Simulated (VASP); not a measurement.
# In (Im-3m) in VASP: further runs, part 2 of 2

VASP 6.6.1.

### Step 4. Single point, RPBE (volume scaled by 1.08)

run.py

```python
from ase.calculators.vasp import Vasp
from ase.dft.bandgap import bandgap
from ase.io import read

atoms = read('POSCAR')
calc = Vasp(
    directory='calc',
    xc='rpbe',
    pp='PBE',
    setups='gw',
    prec='Accurate',
    encut=600,
    ediff=1e-08,
    ismear=1,
    sigma=0.1,
    lreal=False,
    lasph=True,
    nelm=80,
    algo='Normal',
    isif=2,
    lwave=False,
    lcharg=True,
    lelf=True,
    lvhar=True,
    imix=1,
    amix=0.2,
    kpts=[10, 10, 10],
    gamma=True,
)
atoms.calc = calc

print('energy (eV):', atoms.get_potential_energy())
print('free energy (eV):', atoms.get_potential_energy(force_consistent=True))
print('forces (eV/A):')
print(atoms.get_forces())
print('stress (eV/A^3, Voigt):', atoms.get_stress())
print('Fermi level (eV):', calc.get_fermi_level())
gap, top, bottom = bandgap(calc)
print('band gap (eV):', gap, 'from (spin, k, band)', top, 'to', bottom)
```

POSCAR

```
In
1.0
   -1.9314437276      1.9314437276      1.9314437276
    1.9314437276     -1.9314437276      1.9314437276
    1.9314437276      1.9314437276     -1.9314437276
In
1
Direct
    0.0000000000      0.0000000000      0.0000000000
```

Potentials or basis: VASP PAW PBE potentials, release 64 (In_d_GW).

Run with:

```sh
> python run.py
```

Log:

```text
energy (eV): -2.1993621
free energy (eV): -2.19972154
forces (eV/A):
[[ 0. -0.  0.]]
stress (eV/A^3, Voigt): [-0.00168424 -0.00168424 -0.00168424 -0.         -0.         -0.        ]
Fermi level (eV): 4.6171245
band gap (eV): 0.0 from (spin, k, band) (None, None, None) to (None, None, None)
```

OUTCAR:

```text
AMIX = 0.200000
   ENCUT = 600.000000
   EDIFF = 1.00e-08
   GGA = RP
   PREC = Accurate
[... 760 lines left out ...]

 POSITION                                       TOTAL-FORCE (eV/Angst)
 -----------------------------------------------------------------------------------
      0.00000      0.00000      0.00000         0.000000     -0.000000      0.000000
 -----------------------------------------------------------------------------------
    total drift:                               -0.000000     -0.000000     -0.000000

  FREE ENERGIE OF THE ION-ELECTRON SYSTEM (eV)
  ---------------------------------------------------
  free  energy   TOTEN  =        -2.1997215354 eV

  energy  without entropy=       -2.1986432375  energy(sigma->0) =       -2.19936210
```

INCAR:

```text
AMIX = 0.200000
ENCUT = 600.000000
SIGMA = 0.100000
EDIFF = 1.00e-08
ALGO = Normal
GGA = RP
PREC = Accurate
IMIX = 1
ISIF = 2
ISMEAR = 1
NELM = 80
LASPH = .TRUE.
LCHARG = .TRUE.
LELF = .TRUE.
LVHAR = .TRUE.
LWAVE = .FALSE.
LREAL = .FALSE.
```

Run time: 42 s. Hardware: 1 thread of Intel Xeon 6975P-C (Granite Rapids), shared host; peak memory 0.18 GiB.

What came out:

| Item | Value |
| --- | --- |
| Free energy | -2.1997 eV |
| Pressure | 0.3 GPa |
| Band gap on the k mesh | none (metal or under the smearing width) |

Caveat: the PAW data sets were made with another functional, which shifts forces and pressure a little.

### Step 5. Relaxation of the atoms, HSEsol, collinear spin, ferromagnetic start (cell strained at random at fixed volume)

POSCAR

```
In
1.0
   -1.8666280000      1.8685550000      1.9438550000
    1.7937150000     -1.8506050000      1.8529930000
    1.9274900000      1.9114680000     -1.9259050000
In
1
Direct
    0.0248490000      0.0040480000      0.0136390000
```

INCAR.step1

```
SYSTEM = In
  PREC = Accurate
  ENCUT = 500
  EDIFF = 1E-5
  ISMEAR = 1
  SIGMA = 0.2
  LREAL = .FALSE.
  LASPH = .TRUE.
  NELM = 100
  ALGO = Normal
  LWAVE = .TRUE.
  LCHARG = .FALSE.
  ISPIN = 2
  MAGMOM = 0.5
  LORBIT = 11
  GGA = PE
```

INCAR.step2

```
SYSTEM = In
  PREC = Accurate
  ENCUT = 500
  EDIFF = 1E-6
  ISMEAR = 1
  SIGMA = 0.2
  LREAL = .FALSE.
  LASPH = .TRUE.
  NELM = 100
  ALGO = Normal
  ISIF = 2
  LWAVE = .FALSE.
  LCHARG = .FALSE.
  ISPIN = 2
  MAGMOM = 0.5
  LORBIT = 11
  GGA = PS
  LHFCALC = .TRUE.
  HFSCREEN = 0.2
  PRECFOCK = Fast
  IBRION = 2
  NSW = 60
  EDIFFG = -0.02
  ISTART = 1
```

KPOINTS

```
regular mesh
0
G
  5 5 5
  0 0 0
```

Potentials or basis: VASP PAW PBE potentials, release 64 (In).

Run with:

```sh
> cat potpaw_PBE.64/In/POTCAR > POTCAR
> cp INCAR.step1 INCAR
> mpirun -np 1 vasp_std > vasp.out
> cp INCAR.step2 INCAR
> mpirun -np 1 vasp_std > vasp.out
```

Run time: 3.5 min. Hardware: 1 thread of Intel Xeon 6975P-C (Granite Rapids), shared host; peak memory 0.26 GiB.

Results (log left out):

```yaml
Free_energy: -3.1713 eV
Pressure_after_relaxing: -2.8 GPa
Band_gap_on_the_k_mesh: none (metal or under the smearing width)
Net_moment: 0.00 μB per cell
Valence_electrons_inside_the_program's_atomic_spheres: In 2.44
```

Stress tensor (GPa, compression positive):
```
-3.49 -0.17  0.09
-0.17 -2.71  1.19
 0.09  1.19 -2.24
```

Final structure:
```xyz
1
Lattice="-1.8666 1.8686 1.9439 1.7937 -1.8506 1.8530 1.9275 1.9115 -1.9259" Properties=species:S:1:pos:R:3 pbc="T T T"
In   -0.0128    0.0650    0.0295
```

Levels at points of the mesh, in eV from the Fermi level:
Spin up:
```tsv
k point	band 1	band 2	band 3	band 4
(0.00, 0.00, 0.00)	-10.51	11.53	11.74	12.57
```
Spin down:
```tsv
k point	band 1	band 2	band 3	band 4	band 5
(0.00, 0.00, 0.00)	-10.51	11.53	11.74	12.57	13.69
```

Caveat: the k mesh is coarse (spacing up to 0.48 Å⁻¹), so the values aren't converged, least of all with exact exchange; the relaxation stopped at its first step, so nothing moved; the PAW data sets were made with another functional, which shifts forces and pressure a little.

### Step 6. Relaxation of the atoms, AM05+D4 (volume scaled by 1.15)

run.py

```python
from ase.calculators.vasp import Vasp
from ase.io import read
from ase.optimize import BFGS

atoms = read('In.xyz')
calc = Vasp(
    directory='calc',
    xc='am05',
    pp='PBE',
    setups='minimal',
    prec='Accurate',
    encut=500,
    ediff=1e-07,
    ismear=0,
    sigma=0.05,
    lreal=False,
    lasph=True,
    nelm=100,
    algo='Normal',
    isif=2,
    lwave=False,
    lcharg=False,
    ivdw=13,
    kpts=[10, 10, 10],
    gamma=True,
)
atoms.calc = calc
opt = BFGS(atoms, trajectory='relax.traj')
converged = opt.run(fmax=0.01, steps=40)
print('converged:', converged)

print('energy (eV):', atoms.get_potential_energy())
print('free energy (eV):', atoms.get_potential_energy(force_consistent=True))
print('forces (eV/A):')
print(atoms.get_forces())
print('stress (eV/A^3, Voigt):', atoms.get_stress())
print('Fermi level (eV):', calc.get_fermi_level())
print('cell (A, degrees):', atoms.cell.cellpar())
print('volume (A^3):', atoms.get_volume())
print('scaled positions:')
print(atoms.get_scaled_positions())
```

In.xyz

```xyz
1
Lattice="-1.9723020275 1.9723020275 1.9723020275 1.9723020275 -1.9723020275 1.9723020275 1.9723020275 1.9723020275 -1.9723020275" Properties=species:S:1:pos:R:3 pbc="T T T"
In     0.0000000000      0.0000000000      0.0000000000
```

Potentials or basis: VASP PAW PBE potentials, release 64 (In).

Run with:

```sh
> python run.py
```

Run time: 9.4 s. Hardware: 1 thread of Intel Xeon 6975P-C (Granite Rapids), shared host; peak memory 0.16 GiB.

The run converged. Its results:

```
Free energy                : -2.7879 eV
Pressure after relaxing    : -5.5 GPa
Band gap on the k mesh     : none (metal or under the smearing width)
Dispersion energy per atom : -0.179 eV
```

Final structure:
```
CELL_PARAMETERS angstrom
-1.97230 1.97230 1.97230
1.97230 -1.97230 1.97230
1.97230 1.97230 -1.97230
ATOMIC_POSITIONS crystal
In 0.00000 0.00000 0.00000
```

Levels at points of the mesh, in eV from the Fermi level:
```
           k point  band 1  band 2  band 3  band 4  band 5
(0.00, 0.00, 0.00)   -8.43    9.62    9.62    9.62   12.56
(0.50, 0.00, 0.00)   -3.84   -2.49    5.36    6.81    8.91
(0.50, 0.50, 0.50)    0.10    1.37    1.37    1.37    5.05
```

Caveat: the relaxation stopped at its first step, so nothing moved; the PAW data sets were made with another functional, which shifts forces and pressure a little; pairwise dispersion overbinds metals, which lowers pressure and volume.

### Step 7. Summary

| task | level | potentials or basis | spin | cell | k mesh | cutoff (eV) | smearing | grid for exact exchange (PRECFOCK) | optimiser | other keys | mesh quality | gap on the mesh (eV) | pressure (GPa) |
| --- | --- | --- | --- | --- | --- | --- | --- | --- | --- | --- | --- | --- | --- |
| single point | PBE | VASP PAW PBE potentials, release 54 (In_d) | off | as given | 10 × 10 × 10 | 520 | gaussian 0.1 eV | - | - | - | not flagged | none | 1.5 |
| single point | RPBE | VASP PAW PBE potentials, release 64 (In_d_GW) | off | volume scaled by 1.08 | 10 × 10 × 10 | 600 | methfessel-paxton 0.1 eV | - | - | IMIX = 1; AMIX = 0.2; EDIFF = 1e-08 | not flagged | none | 0.3 |
| relaxation of the atoms | HSEsol | VASP PAW PBE potentials, release 64 (In) | collinear, ferromagnetic start | atoms relaxed from: cell strained at random at fixed volume | 5 × 5 × 5 | 500 | methfessel-paxton 0.2 eV | Fast | - | - | coarse | none | -2.8 |
| relaxation of the atoms | AM05+D4 | VASP PAW PBE potentials, release 64 (In) | off | atoms relaxed from: volume scaled by 1.15 | 10 × 10 × 10 | 500 | gaussian 0.05 eV | - | BFGS | - | not flagged | none | -5.5 |

Caveats: some runs use coarse meshes; the PAW data sets were made with another functional, which shifts forces and pressure a little (some runs); the relaxation stopped at its first step, so nothing moved (some runs); pairwise dispersion overbinds metals, which lowers pressure and volume (some runs).

Total energies depend on the potentials used, so only differences within one code and one set of settings carry meaning.
